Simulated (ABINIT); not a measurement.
The system is Ti.

```xyz
2
Lattice="2.9500 0.0000 0.0000 -1.4750 2.5548 0.0000 0.0000 0.0000 4.6800" Properties=species:S:1:pos:R:3 pbc="T T T"
Ti    1.4750    0.8516    3.5100
Ti    0.0000    1.7032    1.1700
```

Base run:

| Property | Result |
| --- | --- |
| Program | ABINIT 10.8.3 (patched build) |
| Functional | PBEsol |
| Potentials or basis | JTH PAW PBE v2.0 |
| Cutoff | 490 eV |
| k mesh | 10 × 10 × 6 |
| Occupations | fermi-dirac, width 0.05 eV |
| Spin | no spin polarisation |

Its results: band gap on the k mesh none (metal or under the smearing width); pressure -5.5 GPa.

After a change of settings the same cell gave: band gap on the k mesh none (metal or under the smearing width); pressure -2.9 GPa. Which change was it?
A. functional from PBEsol to WC
B. functional from PBEsol to AM05
C. functional from PBEsol to SCAN
D. functional from PBEsol to RPBE

C.

Caveats: the PAW data sets were made with another functional, which shifts forces and pressure a little.
